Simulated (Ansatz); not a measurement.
# CoPdO2 (R-3m) in Ansatz: equation of state

How stiff is CoPdO2 in PBE, and what volume does it want? The cell is scaled to several volumes.

Everything below comes from runs of Ansatz 0.2.0. Logs are shortened: lines on timing, memory, paths and dates and some standing lists are left out, and cuts for length are marked.

## (1) The crystal as given

The structure is trigonal, space group R-3m (No. 166). The conventional cell has a = 2.863 Å, b = 2.863 Å, c = 17.873 Å, α = 90.00°, β = 90.00°, γ = 120.00°. Pd (site symmetry -3m) is surrounded by 2 O at 2.01 Å. Co (site symmetry -3m) has 6 O at 1.92 Å as nearest neighbours. O (site symmetry 3m) has 3 Co at 1.92 Å and 1 Pd at 2.01 Å as nearest neighbours.

The cell is a database's computed one.

## (2) Single point, PBE, collinear spin, ferromagnetic start, 9.94 Å³/atom (volume scaled by 0.94)

The input, input.yaml:

```yaml
crystal:
  lattice:
    - [1.4024635453, 0.8097127054, 5.836150275]
    - [-1.4024635453, 0.8097127054, 5.836150275]
    - [0.0, -1.6194254107, 5.836150275]
  atoms:
    - { symbol: Pd, position: [0.0, 0.0, 0.0] }
    - { symbol: Co, position: [0.5, 0.5, 0.5], spin: 2.0 }
    - { symbol: O, position: [0.112476, 0.112476, 0.112476] }
    - { symbol: O, position: [0.887524, 0.887524, 0.887524] }
hamiltonian:
  xc: pbe
  pseudopotentials: { kind: paw }
magnetization:
  spin_polarized: true
kpoints:
  mp_grid: { grid: [11, 11, 11] }
scf:
  occupations: { method: fermi_dirac, width: 0.05 }
output:
  forces: true
  stress: true
  eigenvalues: true
```

Potentials or basis: Ansatz PAW.

Launch:

```bash
> ansatz run input.yaml --threads 2 --pin off --max-ram 5120MiB --backend cpu --events-out ev --progress --plain --runs-dir out
```

What it wrote:

```text
Warning: RAYON_NUM_THREADS=2 ignored (pool sized by the plan → 2); use --threads N
basis.fft_grid_basis auto: the FFT boxes are laid along the combinations [[1, 0, -1], [0, 1, -1], [0, 0, 1]] of the cell's own vectors, 2.805, 2.805 and 6.057 Å long. The dense box has 20×20×45 points. Along the cell's own vectors, as sized, it would have 45×45×45, 5.06 times as many. Of the 12 symmetry operations that the crystal satisfies within crystal.symmetry.tolerance (time reversal apart; of a slab, those that keep its plane) the dense box along the cell's own vectors carries 12, and the one as laid loses 8 of those. basis.fft_grid_basis: typed keeps the cell's own vectors: state it where this run's energies or levels are differenced outside the engine with another run's, or held beside a run that keeps those vectors.
Engine: ansatz 0.2.0, x86_64-unknown-linux-gnu
Pseudopotentials: kind: paw
Pseudopotential: Pd, paw, valence charge 18, recommended cutoff 420 eV (normal), Pd.paw.azcp
Pseudopotential: Co, paw, valence charge 17, recommended cutoff 420 eV (normal), Co.paw.azcp
Pseudopotential: O, paw, valence charge 6, recommended cutoff 420 eV (normal), O.paw.azcp
Functional definition: PBE
  parameter kappa = 0.804
  parameter beta = 0.06672455060314922
  exchange = pbe_x(kappa = kappa, mu = beta*pi^2/3)
  correlation = pbe_c(beta = beta)
Crystal: 4 atoms, lattice volume = 39.765 Å³
Basis set: ecut = 420 eV, 787 PW (Γ), FFT grids on a1−a3, a2−a3, a3, exchange–correlation on 40×40×90 points (8 copies of the dense FFT grid, shifted against one another)
Bands: 30, of which v1, the nominal top of the filled ones, is band 24 counted from 1 (23 counted from 0)
Symmetry: 12 space group operations
Space group: R-3m (ITA 166), of the structure as read, at distance tolerance 3.4e-5 Å
Magnetic group: BNS 166.97 (UNI 1327), of the structure as read, at distance tolerance 3.4e-5 Å
k-points: 146 of 1331
Non-local potential: Pd, projectors of the file, l = 0: 2, l = 1: 2, l = 2: 2, l = 3: 1
Non-local potential: Co, projectors of the file, l = 0: 3, l = 1: 2, l = 2: 3, l = 3: 1
Non-local potential: O, projectors of the file, l = 0: 2, l = 1: 2, l = 2: 1
PAW form: soft (Blöchl's): semilocal exchange-correlation on the pseudo side does not see the compensation charge
PAW one-centre angular grid: Pd, 590 points (default); XC on 64 Gauss nodes
PAW one-centre angular grid: Co, 590 points (default); XC on 64 Gauss nodes
PAW one-centre angular grid: O, 110 points (default); XC on 64 Gauss nodes
Initial density: superposition of atomic densities (chi_scale 0.1, normalization cell, long waves kept (reshape's long-wave potential 0.31 eV rms))
Starting moments: Σ|m| = 2 μB on 1 of 4 sites
Initial wavefunctions: pseudopotential atomic-orbital guess
Functional: x = pbe(κ = 0.804, μ = 0.2195149727645171), c = pbe(β = 0.06672455060314922)
SCF iter   1: F=—  HF=-13230.492843 eV  |F-HF|=—  |Δ(HF+E_count)|=         —  Δρ=1.94e-1 (↑8.98e-2 ↓1.94e-1)  dr2=1.38e1  dr2_m=5.28e0  M=0.196 μB ∫|m|=0.403 μB  β_m=0.30  ethr=3.10e-3  ⟨swp⟩=5.5  Hψ=32337  notcnv=0
Mixer restart at iter 1: flushing history
preconditioner: auto → Kerker (q_TF=auto, 2.805 Å⁻¹)  [metal: Δε(μ)=0.006 eV  Ē_g=11.913 eV  σ=0.050 eV  W_gap=0.03  n_scr=16 (ndim 8)  ℏωp=32.8 eV  f_vac=0.000  D(μ)=2.40/eV (n_scr^D=30)]
spin=Collinear: Kerker preconditioning applied to the charge; magnetization (m = ρ↑ − ρ↓) channel mixes plain (no charge-response kernel on spin).
SCF iter   2: F=—  HF=-13231.938547 eV  |F-HF|=—  |Δ(HF+E_count)|=    1.45e0  Δρ=1.20e-1 (↑1.02e-1 ↓1.20e-1)  dr2=2.11e0  dr2_m=3.80e0  M=0.003 μB ∫|m|=0.185 μB  β_m=0.55  ethr=3.10e-3  ⟨swp⟩=2.5  Hψ=19914  notcnv=0  defer=123
preconditioner: auto → none  [insulator: Δε(μ)=0.291 eV  Ē_g=12.058 eV  σ=0.050 eV  W_gap=0.88  n_scr=16 (ndim 8)  ℏωp=32.8 eV  f_vac=0.000  D(μ)=0.19/eV (n_scr^D=0)  ε∞_Penn≈8.4]
SCF iter   3: F=—  HF=-13235.579425 eV  |F-HF|=—  |Δ(HF+E_count)|=    3.64e0  Δρ=2.48e-1 (↑2.48e-1 ↓1.23e-1)  dr2=8.77e1  dr2_m=2.14e0  M=1.167 μB ∫|m|=1.504 μB  β_m=0.25  ethr=3.10e-3  ⟨swp⟩=2.9  Hψ=20201  notcnv=0  defer=253  recentre
SCF iter   4: F=—  HF=-13232.389263 eV  |F-HF|=—  |Δ(HF+E_count)|=    3.19e0  Δρ=6.10e-2 (↑6.10e-2 ↓3.70e-2)  dr2=7.66e-1  dr2_m=6.65e-1  M=0.007 μB ∫|m|=0.108 μB  β_m=0.32  ethr=3.10e-3  ⟨swp⟩=3.0  Hψ=21213  notcnv=0  defer=128
SCF iter   5: F=—  HF=-13232.187647 eV  |F-HF|=—  |Δ(HF+E_count)|=   2.02e-1  Δρ=3.63e-2 (↑3.63e-2 ↓8.43e-3)  dr2=6.33e-1  dr2_m=9.77e-2  M=0.002 μB ∫|m|=0.056 μB  β_m=0.30  ethr=1.63e-3  ⟨swp⟩=2.0  Hψ=12513  notcnv=0  defer=416
SCF iter   6: F=—  HF=-13232.188776 eV  |F-HF|=—  |Δ(HF+E_count)|=   1.13e-3  Δρ=2.26e-2 (↑2.26e-2 ↓5.40e-3)  dr2=3.21e-1  dr2_m=4.72e-2  M=0.001 μB ∫|m|=0.043 μB  β_m=0.65  ethr=1.35e-3  ⟨swp⟩=2.0  Hψ=10988  notcnv=0  defer=417
SCF iter   7: F=—  HF=-13232.211663 eV  |F-HF|=—  |Δ(HF+E_count)|=   2.29e-2  Δρ=9.17e-3 (↑9.17e-3 ↓7.42e-3)  dr2=1.00e-1  dr2_m=5.75e-4  M=-0.000 μB ∫|m|=0.011 μB  β_m=0.64  ethr=6.82e-4  ⟨swp⟩=2.0  Hψ=11260  notcnv=0  defer=415
SCF iter   8: F=—  HF=-13232.215415 eV  |F-HF|=—  |Δ(HF+E_count)|=   3.75e-3  Δρ=2.03e-3 (↑2.03e-3 ↓9.15e-4)  dr2=4.17e-3  dr2_m=3.32e-4  M=-0.000 μB ∫|m|=0.005 μB  β_m=0.62  ethr=2.13e-4  ⟨swp⟩=2.0  Hψ=12336  notcnv=0  defer=405
SCF iter   9: F=—  HF=-13232.215279 eV  |F-HF|=—  |Δ(HF+E_count)|=   1.36e-4  Δρ=1.29e-3 (↑1.29e-3 ↓7.98e-4)  dr2=8.30e-4  dr2_m=3.22e-4  M=-0.000 μB ∫|m|=0.004 μB  β_m=0.61  ethr=8.86e-6  ⟨swp⟩=1.7  Hψ=11237  notcnv=0  defer=397
SCF iter  10: F=—  HF=-13232.215173 eV  |F-HF|=—  |Δ(HF+E_count)|=   1.07e-4  Δρ=9.88e-4 (↑9.88e-4 ↓3.53e-4)  dr2=5.92e-4  dr2_m=1.28e-4  M=-0.000 μB ∫|m|=0.003 μB  β_m=0.81  ethr=1.77e-6  ⟨swp⟩=1.0  Hψ=8760  notcnv=0  defer=397
SCF iter  11: F=—  HF=-13232.215128 eV  |F-HF|=—  |Δ(HF+E_count)|=   4.44e-5  Δρ=7.63e-5 (↑7.63e-5 ↓7.45e-5)  dr2=1.36e-5  dr2_m=9.35e-8  M=-0.000 μB ∫|m|=0.000 μB  β_m=0.74  ethr=1.26e-6  ⟨swp⟩=1.2  Hψ=8846  notcnv=0  defer=398
SCF iter  12: F=—  HF=-13232.215517 eV  |F-HF|=—  |Δ(HF+E_count)|=   3.89e-4  Δρ=3.49e-5 (↑3.46e-5 ↓3.49e-5)  dr2=2.64e-6  dr2_m=3.96e-9  M=0.000 μB ∫|m|=0.000 μB  β_m=0.58  ethr=2.89e-8  ⟨swp⟩=2.1  Hψ=13065  notcnv=0  defer=398
SCF iter  13: F=—  HF=-13232.215517 eV  |F-HF|=—  |Δ(HF+E_count)|=   3.28e-7  Δρ=2.21e-5 (↑2.21e-5 ↓1.92e-5)  dr2=7.83e-7  dr2_m=5.92e-9  M=0.000 μB ∫|m|=0.000 μB  β_m=0.48  ethr=5.62e-9  ⟨swp⟩=2.1  Hψ=11247  notcnv=0  defer=398
SCF iter  14: F=—  HF=-13232.215517 eV  |F-HF|=—  |Δ(HF+E_count)|=   4.04e-8  Δρ=9.41e-6 (↑9.41e-6 ↓7.89e-6)  dr2=1.38e-7  dr2_m=1.68e-9  M=0.000 μB ∫|m|=0.000 μB  β_m=0.66  ethr=1.67e-9  ⟨swp⟩=1.0  Hψ=8760  notcnv=0  defer=398
SCF iter  15: F=—  HF=-13232.215517 eV  |F-HF|=—  |Δ(HF+E_count)|=   4.70e-9  Δρ=2.36e-6 (↑2.36e-6 ↓2.32e-6)  dr2=6.25e-9  dr2_m=1.08e-10  M=0.000 μB ∫|m|=0.000 μB  β_m=0.59  ethr=2.95e-10  ⟨swp⟩=1.7  Hψ=9005  notcnv=0  defer=398
SCF iter  16: F=-13232.215517 eV  HF=-13232.215517 eV  |F-HF|=1.13e-8  |Δ(HF+E_count)|=  1.78e-10  Δρ=2.82e-6 (↑2.82e-6 ↓2.79e-6)  dr2=1.23e-8  dr2_m=1.70e-11  M=0.000 μB ∫|m|=0.000 μB  ethr=1.33e-11  ⟨swp⟩=7.3  Hψ=31722  notcnv=0
SCF 1 converged in 16 iterations: F = -13232.215517 eV  dr2 = 1.23e-8
WARN: the starting moments were not kept: the SCF closed with an absolute magnetisation of 3.9e-6 μB, where they sum to 2 μB in size (1 site). That is at most 0.1 of that sum. Measured as dr2_m measures the in/out step, that magnetisation stands 7.3e-12 eV from none, at or under the dr2_threshold of 1.0e-7 eV: it is no larger than a step whose dr2_m would equal this threshold. The system may hold no moment; this SCF shows only that its start led to no more than that. To try another start: raise the starting moments (crystal.atoms[].spin, magnetization.per_species, magnetization.initial_magnetization, or on a non-collinear deck that types none of these the spinor_matrix: blocks that start its atoms; where the total moment is fixed, keep their sum and leave initial_magnetization as it is; typed ones take the place of any that the run laid by itself, positive ones on a crystal's lanthanoids without a Hubbard term where scf.initial_density.shell_occupations: [] is typed) or, if the notice of its spin-set hold's release reads "site moments contracting" or "site moments show no strong build", lengthen the hold (scf.mixing.spin_hold: { on: { confirm: 4 } }; for m-r²SCAN on two components see the key's manual first). Each may lead to a state that holds a moment. A second SCF, from the converged charge density, with the starting moments and any scf.initial_density.shell_occupations laid on it anew, would have followed, and was not run: the deck does not ask for one (magnetization.retry_lost_moments is false, the default). To let it run, set magnetization.retry_lost_moments: true and run the deck again, where that key's refused combinations let it; where memory then withholds it, that run's warning says so.
SCF converged after 16 iterations
Magnetization: 0.0000 μB (23.5000 up, 23.5000 down)
Absolute magnetization: 0.0000 μB (∫|ρ↑−ρ↓|, with the PAW one-centre terms)
Spin contamination: 0.0000 ħ² per cell (⟨S²⟩ above its minimum at these occupations)
Per-site moments (μB) at R_I (Å): [(6.620398767292783e-8, 0.8123282124344887), (8.94626457560775e-7, 0.7742208419569915), (-4.3475355033360177e-7, 0.7742208419569915), (-4.3475355034075485e-7, 0.7742208419569915)]
Free energy (F): -13232.215517 eV
Harris-Foulkes:  -13232.215517 eV  (|F-HF|=1.13e-8)
Internal energy: -13232.213409 eV  (E = F + TS)
E sigma→0 (E₀):  -13232.214463 eV
Entropy (-TS):   -0.002108 eV (-0.527 meV/atom)
Fermi energy:    15.480906 eV
--- Per-component energies (eV) ---
  E_band       = -462.027986
  E_kinetic    = 1317.458302
  E_local      = -5914.607037  (includes V_loc(G=0)·N_el)
  E_nonlocal   = 768.778085
  E_hartree    = 2427.268648
  E_xc         = -474.441541
  E_vxc        = -604.293174  (∫ρ·V_xc dr)
  E_paw        = -5579.101097  (= ΣΔE_a)
  E_vpaw       = -883.912111  (= ΣTr[D̂ρ^β])
  E_aug_tail   = 0.004949  (compensation charges beyond the density's cutoff)
  E_ewald      = -5777.573717
  E_smearing   = -0.002108  (= −TS)
  E_closure    = -0.000000  (closes the sum)
  Σ components = -13232.215517   (vs F -13232.215517, Δ=0.00e0)
--- Forces (eV/Å), atoms counted from 1 ---
  atom   1  Pd    -0.00000000    -0.00000000     0.00000000
  atom   2  Co     0.00000000     0.00000000     0.00000000
  atom   3  O      0.00000000    -0.00000000    -0.07962590
  atom   4  O      0.00000000     0.00000000     0.07962590
  max |Σ_I F_I| component: 1.39e-17 eV/Å
--- Stress (GPa, compression-positive) ---
       12.616984       0.000000       0.000000
        0.000000      12.616984       0.000000
        0.000000       0.000000      16.627818
  P = ⅓ Tr σ = 13.9539 GPa (139.539 kbar)
--- Band table (eV; the first three rows and the last of 292) ---
[... 4 lines left out ...]
```

Wall time 42 s (2 threads of Intel Xeon at 2.50GHz (Skylake/Cascade Lake), shared host); peak memory 0.56 GiB.

Results:

| Property | Result |
| --- | --- |
| Free energy | -13232.2155 eV |
| Pressure | 14.0 GPa |
| Largest force | 0.080 eV/Å |
| Band gap on the k mesh | none (metal or under the smearing width) |
| Net moment | 0.00 μB per cell |
| Absolute moment | 0.00 μB per cell |

Caveat: the starting moments collapsed, and a magnetic state may lie lower; the pressure holds a Pulay correction of +0.7 GPa for the finite cutoff; semilocal functionals often make such compounds metallic where correlation or magnetic order opens a gap, which also shifts bond lengths; the starting moments weren't kept.

(Continued in part 2 of 2.)
